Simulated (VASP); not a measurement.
## BN (F-43m): a series in biaxial strain in the (001) plane

How do the elastic response and the band edges of BN follow biaxial strain in the (001) plane?

Program: VASP 6.6.1. Level of theory: LDA; plane waves and PAW (B, N), in the first sound run; inputs show where later runs differ. Results are calculated unless marked as measured.

Most raw output is cut from this account.

## 1. The structure

Symmetry: F-43m, No. 216, cubic system. The conventional cell has a = 3.616 Å, b = 3.616 Å, c = 3.616 Å, α = 90.00°, β = 90.00°, γ = 90.00°. Nearest to B lie 4 N at 1.57 Å. Nearest to N lie 4 B at 1.57 Å. Farther neighbours and most contacts between anions are not listed.

## 2. Relax the crystal, LDA

The series starts from the cell that this level prefers, so that zero strain is near zero stress.

This step took 2 runs in a row; the last is shown.

Level: LDA; plane waves and PAW (B, N).

INCAR reads:

```
SYSTEM = BN
PREC = Accurate
ENCUT = 600
EDIFF = 1E-07
NELM = 120
ISMEAR = 0
SIGMA = 0.02
LREAL = .FALSE.
ALGO = Normal
GGA = CA
NBANDS = 10
LASPH = .TRUE.
LORBIT = 11
LWAVE = .FALSE.
LCHARG = .FALSE.
KPAR = 8
IBRION = 2
NSW = 40
ISIF = 3
EDIFFG = -0.005
POTIM = 0.4
```

POSCAR reads:

```
BN
1.0
    0.0000000000      1.7913124886      1.7913124886
    1.7913124886      0.0000000000      1.7913124886
    1.7913124886      1.7913124886      0.0000000000
B N
1 1
Direct
    0.0000000000      0.0000000000      0.0000000000
    0.2500000000      0.2500000000      0.2500000000
```

KPOINTS reads:

```
Automatic mesh
0
Gamma
14 14 14
0 0 0
```

Potentials, in the order of the species: B and N (LDA family, release 64).

Started as:

```sh
$ mpirun -np 8 vasp_std
```

Elapsed: 3.2 s, on 8 MPI ranks of Intel Xeon Platinum 8259CL at 2.50GHz (Skylake/Cascade Lake), shared host; peak memory 0.91 GiB; 20 s of CPU time.

This run gave:

- energy(sigma→0) of the program: -19.4164 eV
- stress, compression positive: xx, yy, zz 0.03, 0.03, 0.03 GPa
- volume: 11.496 Å³
- ionic steps: 1

## 3. Strain along the normal, LDA

One member in full: the plane is strained by 1 %, and the strain along the normal is moved by secant steps until the normal stress is under 0.012 GPa or five steps are spent; the atoms relax at each step.

This step took 3 runs, each at a new trial strain with the atoms of the one before; the last is shown.

Level: LDA; plane waves and PAW (B, N); cell typed or built by script.

INCAR, as its differences from that of step 2:

```diff
@@ -15,7 +15,7 @@
 LCHARG = .FALSE.
-KPAR = 8
-IBRION = 2
-NSW = 40
-ISIF = 3
-EDIFFG = -0.005
-POTIM = 0.4
+KPAR = 2
+IBRION = 1
+NSW = 25
+ISIF = 2
+EDIFFG = -0.004
+POTIM = 0.3
```

POSCAR reads:

```
BN
1.0
    0.0000000000      1.8092256130      1.7829556790
    1.8092256130      0.0000000000      1.7829556790
    1.8092256130      1.8092256130      0.0000000000
B N
1 1
Direct
    0.0000000000      0.0000000000      0.0000000000
    0.2500000000      0.2500000000      0.2500000000
```

KPOINTS is that of step 2.

Started as:

```sh
$ mpirun -np 2 vasp_std
```

The job ended after 13 s (2 MPI ranks; peak memory 0.26 GiB).

This run gave:

| Quantity | Value |
| --- | --- |
| energy(sigma→0) of the program | -19.4104 eV |
| stress, compression positive | xx, yy, zz -8.92, -8.92, 0.00 GPa |
| ionic steps | 1 |

## 4. Band edges, TB-mBJ

Short lines in KPOINTS_OPT sample the zone centre along and across the normal of the plane, for masses, and the other valleys.

Level: TB-mBJ; plane waves and PAW (B, N); cell typed or built by script.

TB-mBJ has no energy functional, so the total energy, stress and pressure in this output mean nothing.

INCAR reads:

```
SYSTEM = BN
PREC = Accurate
ENCUT = 600
EDIFF = 1E-06
NELM = 150
ISMEAR = 0
SIGMA = 0.02
LREAL = .FALSE.
ALGO = Normal
METAGGA = MBJ
LASPH = .TRUE.
NBANDS = 9
LWAVE = .FALSE.
LCHARG = .FALSE.
KPAR = 2
```

POSCAR is that of step 3.

KPOINTS reads:

```
Automatic mesh
0
Gamma
11 11 11
0 0 0
```

KPOINTS_OPT reads:

```
Line mode
6
Line-mode
Reciprocal
  0.00000000   0.00000000   0.00000000
  0.01418831   0.01418831  -0.00000000

  0.00000000   0.00000000   0.00000000
  0.00000000  -0.01439736  -0.01439736

  0.31000000   0.31000000   0.00000000
  0.50000000   0.50000000   0.00000000

  0.00000000   0.31000000   0.31000000
  0.00000000   0.50000000   0.50000000

  0.45000000   0.45000000   0.45000000
  0.50000000   0.50000000   0.50000000

  0.45000000   0.00000000   0.00000000
  0.50000000   0.00000000   0.00000000

  0.42500000   0.42500000   0.00000000
  0.42500000   0.43939736   0.01439736

  0.50000000   0.50000000   0.50000000
  0.48981953   0.51018047   0.50000000
```

Started as:

```sh
$ mpirun -np 2 vasp_std
```

It took 28 s on 2 MPI ranks; peak memory 0.28 GiB.

## 5. Band edges, r2SCAN

Level: r2SCAN; plane waves and PAW (B, N); cell typed or built by script.

INCAR, as its differences from that of step 4:

```diff
@@ -4,3 +4,3 @@
 EDIFF = 1E-06
-NELM = 150
+NELM = 100
 ISMEAR = 0
@@ -9,3 +9,3 @@
 ALGO = Normal
-METAGGA = MBJ
+METAGGA = R2SCAN
 LASPH = .TRUE.
```

POSCAR is that of step 4.

KPOINTS is that of step 4.

KPOINTS_OPT is that of step 4.

Started as:

```sh
$ mpirun -np 2 vasp_std
```

Elapsed: 27 s, on 2 MPI ranks; peak memory 0.27 GiB.

Numbers from this step:

```
energy(sigma→0) of the program : -37.2576 eV
stress, compression positive   : xx, yy, zz 0.15, 0.15, 9.48 GPa
```

The run ends at a pressure of 3.26 GPa.

## 6. The whole series

Runs beyond LDA use the data sets made with LDA; this shifts their levels slightly, and their total energies have another zero (at TB-mBJ, which has no energy functional, they mean nothing).

The other members went through these steps as far as the tables show, with the same cutoff and, step by step, the same mesh; 41 runs are not shown. The session took 0.44 core hours (wall time by ranks) on a shared machine.

```
in-plane strain (%)  strain along the normal (%)  in-plane stress, tension positive (GPa)  energy above the unstrained row (meV/atom)  gap on the mesh, LDA (eV)
             -2.000                        0.930                                  -19.948                                      14.394                      4.127
             -1.500                        0.700                                  -14.695                                       8.116                      4.190
             -1.000                        0.469                                   -9.627                                       3.659                      4.252
             -0.500                        0.237                                   -4.738                                       0.969                      4.314
                  0                        0.004                                   -0.021                                       0.000                      4.375
              0.500                       -0.230                                    4.529                                       0.703                      4.231
              1.000                       -0.467                                    8.916                                       3.009                      4.092
              1.500                       -0.704                                   13.149                                       6.879                      3.956
              2.000                       -0.942                                   17.230                                      12.266                      3.825
```

Slopes at zero strain, from cubics through all rows: strain ratio -0.467, stress over strain 926 GPa. For a cubic crystal strained in (001) the ratio is −2C₁₂/C₁₁.

Band edges at TB-mBJ, counted from the valence-band top at Γ, with one row partly withheld:

```
in-plane strain (%)  gap (eV)  conduction band at Γ (eV)  Δ or X valley along z (eV)  Δ or X valley along x (eV)  lowest conduction level at L, [111] (eV)  lowest conduction level at L, [-111] (eV)  second valence level below the top (eV)  third valence level below the top (eV)
             -2.000     5.557                     10.396                       6.073                       5.557                                    11.283                                     11.283                                    0.000                                   0.334
             -1.500     5.622                     10.397                       6.005                       5.622                                    11.363                                     11.363                                    0.000                                   0.246
             -1.000     5.686                     10.399                           ?                       5.686                                    11.408                                     11.408                                    0.000                                   0.162
             -0.500     5.748                     10.401                       5.873                       5.748                                    11.408                                     11.408                                    0.000                                   0.080
                  0     5.809                     10.403                       5.810                       5.809                                    11.359                                     11.359                                    0.000                                   0.000
              0.500     5.672                     10.289                       5.672                       5.793                                    11.195                                     11.195                                    0.076                                   0.076
              1.000     5.538                     10.178                       5.538                       5.778                                    11.011                                     11.011                                    0.150                                   0.150
              1.500     5.408                     10.070                       5.408                       5.764                                    10.815                                     10.815                                    0.221                                   0.221
              2.000     5.282                      9.965                       5.282                       5.752                                    10.614                                     10.614                                    0.289                                   0.289
```

Band edges at r2SCAN, counted from the valence-band top at Γ:

```
in-plane strain (%)  gap (eV)  conduction band at Γ (eV)  Δ or X valley along z (eV)  Δ or X valley along x (eV)  lowest conduction level at L, [111] (eV)  lowest conduction level at L, [-111] (eV)  second valence level below the top (eV)  third valence level below the top (eV)
             -2.000     4.754                      9.627                       5.317                       4.754                                    10.900                                     10.900                                    0.000                                   0.324
             -1.500     4.818                      9.631                       5.236                       4.818                                    11.018                                     11.018                                    0.000                                   0.239
             -1.000     4.881                      9.636                       5.157                       4.881                                    11.116                                     11.116                                    0.000                                   0.157
             -0.500     4.944                      9.640                       5.081                       4.944                                    11.172                                     11.172                                    0.000                                   0.077
                  0     5.005                      9.645                       5.006                       5.005                                    11.139                                     11.139                                    0.000                                   0.000
              0.500     4.860                      9.525                       4.860                       4.992                                    10.955                                     10.955                                    0.073                                   0.073
              1.000     4.718                      9.407                       4.718                       4.981                                    10.740                                     10.740                                    0.145                                   0.145
              1.500     4.580                      9.292                       4.580                       4.971                                    10.516                                     10.516                                    0.213                                   0.213
              2.000     4.447                      9.181                       4.447                       4.962                                    10.291                                     10.291                                    0.280                                   0.280
```

## 7. A fit to the known rows

The quantity to fit is the splitting of the Δ or X valleys (z less x) at TB-mBJ: 0.516, 0.383, 0.125, 0.001, -0.121, -0.240, -0.356, -0.470 eV in the rows shown.

Fitting a parabola to the 8 known rows (d: strain along the axis less the strain across it, in %) gives E = 0.002801 d² + 0.1679 d + 6.36e-5 in eV; the residuals are 1.2e-4 eV r.m.s.

At d = 1.469 this predicts 0.2527 eV.

## 8. Checking the prediction

The calculation gives 0.2525 eV, so the prediction is 0.0002 eV too high.

The splitting is Ξu times d, with d as a fraction, so the linear term gives Ξu = 16.8 eV.

## 9. Summary of results

```yaml
ratio_of_normal_to_in_plane_strain: -0.467
biaxial_modulus: 926 GPa
gap_of_the_unstrained_cell_tb_mbj: 5.81 eV
gap_of_the_unstrained_cell_r2scan: 5.01 eV
shear_deformation_potential_u_of_the_delta_or_x_valleys: 16.8 eV
error_of_the_predicted_row: 0.2 meV
valence_shear_potential_b_tb_mbj: 3.54 eV
```

**Reading.** As a check, the curvature of the energy gives 928 GPa for the same modulus (energy per volume = M × strain²), 0 % from the slope of the stress. The energy also has a linear term worth 0.36 GPa that the stress column lacks, a mark of the finite basis. At TB-mBJ the lowest conduction valley is Δ or X throughout, and the gap runs between 5.28 and 5.81 eV. At r2SCAN the lowest conduction valley is Δ or X throughout, and the gap runs between 4.45 and 5.01 eV. Without spin-orbit coupling the three valence levels split by 3|b| times the difference of the strains; the rows within 1 % give |b| = 3.54 eV. Hole masses are left out throughout, since the top bands are degenerate or cross in many series; of conduction masses, those of the Γ, L and (for Si and Ge under (001) strain) Δ valleys are kept where they change by under an eighth between rows. TB-mBJ is a potential fitted for gaps; it has no energy functional, so its total energies and forces mean nothing, and its bands tend to come out too narrow. r2SCAN opens gaps somewhat over GGA but leaves them below measured values as a rule. Spin-orbit coupling is left out at TB-mBJ and r2SCAN, so the valence splittings there lack it. Δ or X levels are the lowest on their line, refined by a parabola unless they lie at X; the gap is read from all points sampled and can differ from the lowest valley by some meV, or by tens of meV where strain moves the valence top off Γ. Temperature, zero-point motion and excitons are left out.

[Lines on the potential files, build, host, timing and source positions are cut from VASP's logs without a mark.]

[Logs are printed without paths, hosts, clocks, repeated set-up lines and the standing remarks that a program may print on its own settings, such as how far it seeks lower states.]

[Hosts, paths, dates, database ids (printed as entryN), source tags and the programs' standing remarks are cut or masked in the printed files.]

[In band tables of VASP the shares of atoms and orbitals are scaled to a sum of 1 inside the atoms' spheres.]
